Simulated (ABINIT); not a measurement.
**ZrS: single point with LDA**

ZrS:

```
Zr S
1.0
     0.00000    2.62500    2.62500
     2.62500    0.00000    2.62500
     2.62500    2.62500    0.00000
Zr S
1 1
Direct
  0.00000 0.00000 0.00000
  0.50000 0.50000 0.50000
```

```json
{"Program": "ABINIT 10.8.3 (patched build)", "Task": "single point", "Functional": "LDA", "Potentials or basis": "JTH PAW LDA v2.0", "Cutoff": "544 eV", "k mesh": "7 × 7 × 7", "Occupations": "fermi-dirac, width 0.05 eV", "Spin": "no spin polarisation"}
```

```
Pressure                                              : -9.2 GPa
Band gap on the k mesh                                : none (metal or under the smearing width)
Valence electrons inside the program's atomic spheres : Zr 9.06; S 3.68
```

Levels at points of the mesh, in eV from the Fermi level:
| k point | band 5 | band 6 | band 7 | band 8 | band 9 | band 10 | band 11 | band 12 | band 13 |
| --- | --- | --- | --- | --- | --- | --- | --- | --- | --- |
| (0.00, 0.00, 0.00) | -15.73 | -3.45 | -3.45 | -3.45 | -1.35 | -1.35 | -1.35 | -0.68 | -0.68 |

Run time: 6.9 s on 1 thread of Arm Neoverse V2, with other jobs on the host, peak memory 0.11 GiB.

Caveat: the highest band is partly filled, so the run has too few bands.
